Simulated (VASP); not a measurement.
# TiSe2 (P-3m1) in VASP: notebook, part 2 of 3

VASP 6.6.1.

### 4 Band structure, TB-mBJ

The COD entry that gives the cell may itself be a prediction, so a difference from it is no test against experiment.

The input, POSCAR:

```
TiSe2
1.0
    3.5360000000      0.0000000000      0.0000000000
   -1.7680000000      3.0622658278      0.0000000000
    0.0000000000      0.0000000000      6.0040000000
Ti Se
1 2
Direct
    0.0000000000      0.0000000000      0.0000000000
    0.3333333333      0.6666666667      0.2552000000
    0.6666666667      0.3333333333      0.7448000000
```

The input, INCAR.step1:

```
ALGO     = Normal         # electronic algorithm
EDIFF    = 1E-5           # SCF threshold, eV
ENCUT    = 520            # plane-wave cutoff, eV
GGA      = PE             # functional
ISIF     = 2              # what is computed and relaxed
ISMEAR   = 0              # smearing method
LASPH    = True           # aspherical terms in the spheres
LCHARG   = False          # write CHGCAR
LMAXMIX  = 4              # l up to which the mixer works
LREAL    = False          # projectors in reciprocal space
LWAVE    = True           # write WAVECAR
NELM     = 80             # most SCF steps
PREC     = Accurate       # precision mode
SIGMA    = 0.02           # smearing width, eV
```

The input, INCAR.step2:

```
ALGO     = Normal         # electronic algorithm
EDIFF    = 1E-6           # SCF threshold, eV
ENCUT    = 520            # plane-wave cutoff, eV
ISIF     = 2              # what is computed and relaxed
ISMEAR   = 0              # smearing method
ISTART   = 1            
LASPH    = True           # aspherical terms in the spheres
LCHARG   = False          # write CHGCAR
LMAXMIX  = 4              # l up to which the mixer works
LREAL    = False          # projectors in reciprocal space
LWAVE    = False          # write WAVECAR
METAGGA  = MBJ            # meta-GGA
NELM     = 80             # most SCF steps
PREC     = Accurate       # precision mode
SIGMA    = 0.02           # smearing width, eV
```

The input, KPOINTS:

```
k-points
0
Gamma
  8 8 4
```

The input, KPOINTS_OPT:

```
path GMKGALHA,LM,KH
20
line-mode
reciprocal
 0.0000000000  0.0000000000  0.0000000000  G
 0.5000000000  0.0000000000  0.0000000000  M

 0.5000000000  0.0000000000  0.0000000000  M
 0.3333333333  0.3333333333  0.0000000000  K

 0.3333333333  0.3333333333  0.0000000000  K
 0.0000000000  0.0000000000  0.0000000000  G

 0.0000000000  0.0000000000  0.0000000000  G
 0.0000000000  0.0000000000  0.5000000000  A

 0.0000000000  0.0000000000  0.5000000000  A
 0.5000000000  0.0000000000  0.5000000000  L

 0.5000000000  0.0000000000  0.5000000000  L
 0.3333333333  0.3333333333  0.5000000000  H

 0.3333333333  0.3333333333  0.5000000000  H
 0.0000000000  0.0000000000  0.5000000000  A

 0.5000000000  0.0000000000  0.5000000000  L
 0.5000000000  0.0000000000  0.0000000000  M

 0.3333333333  0.3333333333  0.0000000000  K
 0.3333333333  0.3333333333  0.5000000000  H
```

Potentials or basis: VASP PAW PBE potentials, release 64 (Ti_sv, Se).

Command:

```
> cat potpaw_PBE.64/Ti_sv/POTCAR potpaw_PBE.64/Se/POTCAR > POTCAR
> cp INCAR.step1 INCAR
> mpirun -np 1 vasp_std > vasp.out
> cp INCAR.step2 INCAR
> mpirun -np 1 vasp_std > vasp.out
```

Wall time 2.6 min (1 thread of Intel Xeon 6975P-C (Granite Rapids), shared host); peak memory 0.24 GiB.

The run converged. Its results:

* Band gap along the path: none (metal or under the smearing width)

Levels at the corners of the path, in eV from the Fermi level:
```csv
point,band 8,band 9,band 10,band 11,band 12,band 13,band 14,band 15,band 16
Γ,-2.76,-2.76,-0.19,0.10,0.10,0.44,0.44,0.76,2.92
M,-3.96,-2.99,-2.90,-2.75,-1.69,0.11,1.33,1.81,2.80
M,-3.96,-2.99,-2.90,-2.75,-1.69,0.11,1.33,1.81,2.80
K,-4.15,-4.15,-2.83,-2.83,-2.64,1.21,1.60,1.60,2.12
K,-4.15,-4.15,-2.83,-2.83,-2.64,1.21,1.60,1.60,2.12
Γ,-2.76,-2.76,-0.19,0.10,0.10,0.44,0.44,0.76,2.92
Γ,-2.76,-2.76,-0.19,0.10,0.10,0.44,0.44,0.76,2.92
A,-2.75,-2.72,-2.72,-0.11,-0.11,0.43,0.43,1.30,3.21
A,-2.75,-2.72,-2.72,-0.11,-0.11,0.43,0.43,1.30,3.21
L,-4.68,-3.04,-2.93,-1.50,-1.32,-0.07,1.31,1.75,2.70
L,-4.68,-3.04,-2.93,-1.50,-1.32,-0.07,1.31,1.75,2.70
H,-4.41,-3.95,-3.30,-2.49,-2.49,1.22,1.31,1.31,2.87
H,-4.41,-3.95,-3.30,-2.49,-2.49,1.22,1.31,1.31,2.87
A,-2.75,-2.72,-2.72,-0.11,-0.11,0.43,0.43,1.30,3.21
L,-4.68,-3.04,-2.93,-1.50,-1.32,-0.07,1.31,1.75,2.70
M,-3.96,-2.99,-2.90,-2.75,-1.69,0.11,1.33,1.81,2.80
K,-4.15,-4.15,-2.83,-2.83,-2.64,1.21,1.60,1.60,2.12
H,-4.41,-3.95,-3.30,-2.49,-2.49,1.22,1.31,1.31,2.87
```

Caveat: the PAW data sets were made with another functional, which shifts forces and pressure a little.

### 5 Band structure, PBE

The input, INCAR:

```
ALGO     = Normal         # electronic algorithm
EDIFF    = 1E-6           # SCF threshold, eV
ENCUT    = 250            # plane-wave cutoff, eV
GGA      = PE             # functional
ISIF     = 2              # what is computed and relaxed
ISMEAR   = 0              # smearing method
LASPH    = True           # aspherical terms in the spheres
LCHARG   = False          # write CHGCAR
LMAXMIX  = 4              # l up to which the mixer works
LREAL    = False          # projectors in reciprocal space
LWAVE    = False          # write WAVECAR
NELM     = 80             # most SCF steps
PREC     = Accurate       # precision mode
SIGMA    = 0.02           # smearing width, eV
```

The input, KPOINTS:

```
k-points
0
Gamma
  4 4 2
```

POSCAR is that of step 4.

KPOINTS_OPT is that of step 4.

Potentials or basis: VASP PAW PBE potentials, release 64 (Ti, Se).

Command:

```
> cat potpaw_PBE.64/Ti/POTCAR potpaw_PBE.64/Se/POTCAR > POTCAR
> mpirun -np 1 vasp_std > vasp.out
```

It took 12 s on 1 thread of Intel Xeon 6975P-C (Granite Rapids), shared host; peak memory 0.12 GiB.

Results (log left out):

```
Free energy             : -17.9493 eV
Pressure                : 0.8 GPa
Largest force           : 0.178 eV/Å
Band gap along the path : none (metal or under the smearing width)
```

Forces in eV/Å, atoms in the order of the input:
```
Ti   0.000  0.000  0.000
Se   0.000  0.000  0.178
Se   0.000  0.000 -0.178
```

Stress tensor (GPa, compression positive):
```
-0.14  0.00  0.00
 0.00 -0.14  0.00
 0.00  0.00  2.56
```

Levels at the corners of the path, in eV from the Fermi level:
| point | band 4 | band 5 | band 6 | band 7 | band 8 | band 9 | band 10 | band 11 | band 12 |
| --- | --- | --- | --- | --- | --- | --- | --- | --- | --- |
| Γ | -2.41 | -2.41 | 0.08 | 0.36 | 0.36 | 0.36 | 0.36 | 0.54 | 3.17 |
| M | -3.89 | -2.86 | -2.81 | -2.39 | -1.51 | -0.01 | 1.23 | 1.62 | 3.07 |
| M | -3.89 | -2.86 | -2.81 | -2.39 | -1.51 | -0.01 | 1.23 | 1.62 | 3.07 |
| K | -4.06 | -4.06 | -2.68 | -2.68 | -2.50 | 1.00 | 1.50 | 1.50 | 2.44 |
| K | -4.06 | -4.06 | -2.68 | -2.68 | -2.50 | 1.00 | 1.50 | 1.50 | 2.44 |
| Γ | -2.41 | -2.41 | 0.08 | 0.36 | 0.36 | 0.36 | 0.36 | 0.54 | 3.17 |
| Γ | -2.41 | -2.41 | 0.08 | 0.36 | 0.36 | 0.36 | 0.36 | 0.54 | 3.17 |
| A | -2.69 | -2.36 | -2.36 | 0.14 | 0.14 | 0.34 | 0.34 | 1.11 | 3.49 |
| A | -2.69 | -2.36 | -2.36 | 0.14 | 0.14 | 0.34 | 0.34 | 1.11 | 3.49 |
| L | -4.67 | -2.81 | -2.60 | -1.32 | -1.11 | -0.25 | 1.23 | 1.59 | 2.96 |
| L | -4.67 | -2.81 | -2.60 | -1.32 | -1.11 | -0.25 | 1.23 | 1.59 | 2.96 |
| H | -4.38 | -3.91 | -3.25 | -2.18 | -2.18 | 1.01 | 1.15 | 1.15 | 3.26 |
| H | -4.38 | -3.91 | -3.25 | -2.18 | -2.18 | 1.01 | 1.15 | 1.15 | 3.26 |
| A | -2.69 | -2.36 | -2.36 | 0.14 | 0.14 | 0.34 | 0.34 | 1.11 | 3.49 |
| L | -4.67 | -2.81 | -2.60 | -1.32 | -1.11 | -0.25 | 1.23 | 1.59 | 2.96 |
| M | -3.89 | -2.86 | -2.81 | -2.39 | -1.51 | -0.01 | 1.23 | 1.62 | 3.07 |
| K | -4.06 | -4.06 | -2.68 | -2.68 | -2.50 | 1.00 | 1.50 | 1.50 | 2.44 |
| H | -4.38 | -3.91 | -3.25 | -2.18 | -2.18 | 1.01 | 1.15 | 1.15 | 3.26 |

Caveat: the k mesh is coarse (spacing up to 0.52 Å⁻¹), so the values aren't converged; the cutoff is under 1.25 times the usual one of these potentials, so pressure, stress and relaxed cells hold a basis-set (Pulay) error; this functional lacks dispersion, which binds the layers, so the pressure and a relaxed spacing across them are unreliable.

### 6 Band structure, PBE

INCAR: that of step 5 with these lines changed.

```diff
@@ -2,3 +2,3 @@
 EDIFF    = 1E-6           # SCF threshold, eV
-ENCUT    = 250            # plane-wave cutoff, eV
+ENCUT    = 450            # plane-wave cutoff, eV
 GGA      = PE             # functional
```

The input, KPOINTS:

```
k-points
0
Gamma
  8 8 4
```

POSCAR is that of step 5.

KPOINTS_OPT is that of step 5.

Potentials or basis: VASP PAW PBE potentials, release 64 (Ti_sv_GW, Se_GW).

Command:

```
> cat potpaw_PBE.64/Ti_sv_GW/POTCAR potpaw_PBE.64/Se_GW/POTCAR > POTCAR
> mpirun -np 1 vasp_std > vasp.out
```

OUTCAR:

```text
EDIFF = 1E-6
   ENCUT = 450
   GGA = PE
   ISIF = 2
   ISMEAR = 0
   LASPH = True
   LREAL = False
   NELM = 80
   PREC = Accurate

 ion  position               nearest neighbor table
   1  0.000  0.000  0.000-   2 2.55   3 2.55   3 2.55   2 2.55   3 2.55   2 2.55
   2  0.333  0.667  0.255-   1 2.55   1 2.55   1 2.55
   3  0.667  0.333  0.745-   1 2.55   1 2.55   1 2.55

  LATTYP: Found a hexagonal cell.
[... 651 lines left out ...]
------------------------ aborting loop because EDIFF is reached ----------------------------------------

  FORCE on cell =-STRESS in cart. coord.  units (eV):
  Direction    XX          YY          ZZ          XY          YZ          ZX
  --------------------------------------------------------------------------------------
  -------------------------------------------------------------------------------------
  Total        0.3644947      0.3644947      0.8334816      0.0000000     -0.0000000      0.0000000
  in kB        8.9826820      8.9826820     20.5404891      0.0000000     -0.0000000      0.0000000
  external PRESSURE =      12.8352844 kB  Pullay stress =       0.0000000 kB

 VOLUME and BASIS-vectors are now :
 -----------------------------------------------------------------------------
  energy-cutoff  :      450.00
  volume of cell :       65.01
      direct lattice vectors                 reciprocal lattice vectors
     3.536000000  0.000000000  0.000000000     0.282805430  0.163277791  0.000000000
    -1.768000000  3.062265828  0.000000000     0.000000000  0.326555582  0.000000000
     0.000000000  0.000000000  6.004000000     0.000000000  0.000000000  0.166555630

 POSITION                                       TOTAL-FORCE (eV/Angst)
 -----------------------------------------------------------------------------------
      0.00000      0.00000      0.00000        -0.000000      0.000000      0.000000
     -0.00000      2.04151      1.53222        -0.000000     -0.000000      0.086957
      1.76800      1.02076      4.47178         0.000000      0.000000     -0.086957
 -----------------------------------------------------------------------------------
    total drift:                               -0.000000     -0.000000      0.000000

  FREE ENERGIE OF THE ION-ELECTRON SYSTEM (eV)
  ---------------------------------------------------
  free  energy   TOTEN  =       -20.4051115856 eV

  energy  without entropy=      -20.4045266558  energy(sigma->0) =      -20.40481912
```

stdout:

```text
POSCAR found type information on POSCAR TiSe
 POSCAR found :  2 types and       3 ions
 scaLAPACK will be used
 LDA part: xc-table for (Slater+PW92), standard interpolation
 POSCAR, INCAR and KPOINTS ok, starting setup
 FFT: planning ... GRIDC
 FFT: planning ... GRID_SOFT
 FFT: planning ... GRID
 WAVECAR not read
 entering main loop
 Start KPOINTS_OPT (optional k-point list driver)
k-point batch [1-35\180]
k-point batch [36-70\180]
k-point batch [71-105\180]
k-point batch [106-140\180]
k-point batch [141-175\180]
k-point batch [176-180\180]
```

Wall time 47 s (1 thread of Intel Xeon 6975P-C (Granite Rapids), shared host); peak memory 0.21 GiB.

What came out:

```yaml
Free_energy: -20.4051 eV
Pressure: 1.3 GPa
Largest_force: 0.087 eV/Å
Band_gap_along_the_path: none (metal or under the smearing width)
```

Forces on the atoms (eV/Å):
```
Ti   0.000  0.000  0.000
Se   0.000  0.000  0.087
Se   0.000  0.000 -0.087
```

Levels at the corners of the path, in eV from the Fermi level:
```
point  band 8  band 9  band 10  band 11  band 12  band 13  band 14  band 15  band 16
    Γ   -2.34   -2.34     0.14     0.43     0.43     0.44     0.44     0.63     3.29
    M   -3.81   -2.79    -2.75    -2.31    -1.42     0.08     1.34     1.73     3.18
    M   -3.81   -2.79    -2.75    -2.31    -1.42     0.08     1.34     1.73     3.18
    K   -3.99   -3.99    -2.61    -2.61    -2.42     1.09     1.61     1.61     2.56
    K   -3.99   -3.99    -2.61    -2.61    -2.42     1.09     1.61     1.61     2.56
    Γ   -2.34   -2.34     0.14     0.43     0.43     0.44     0.44     0.63     3.29
    Γ   -2.34   -2.34     0.14     0.43     0.43     0.44     0.44     0.63     3.29
    A   -2.62   -2.29    -2.29     0.21     0.21     0.43     0.43     1.21     3.62
    A   -2.62   -2.29    -2.29     0.21     0.21     0.43     0.43     1.21     3.62
    L   -4.59   -2.74    -2.53    -1.25    -1.03    -0.18     1.34     1.70     3.08
    L   -4.59   -2.74    -2.53    -1.25    -1.03    -0.18     1.34     1.70     3.08
    H   -4.31   -3.84    -3.16    -2.11    -2.11     1.10     1.24     1.24     3.38
    H   -4.31   -3.84    -3.16    -2.11    -2.11     1.10     1.24     1.24     3.38
    A   -2.62   -2.29    -2.29     0.21     0.21     0.43     0.43     1.21     3.62
    L   -4.59   -2.74    -2.53    -1.25    -1.03    -0.18     1.34     1.70     3.08
    M   -3.81   -2.79    -2.75    -2.31    -1.42     0.08     1.34     1.73     3.18
    K   -3.99   -3.99    -2.61    -2.61    -2.42     1.09     1.61     1.61     2.56
    H   -4.31   -3.84    -3.16    -2.11    -2.11     1.10     1.24     1.24     3.38
```

Caveat: the cutoff is under 1.25 times the usual one of these potentials, so pressure, stress and relaxed cells hold a basis-set (Pulay) error; this functional lacks dispersion, which binds the layers, so the pressure and a relaxed spacing across them are unreliable.

[end of part 2 of 3]
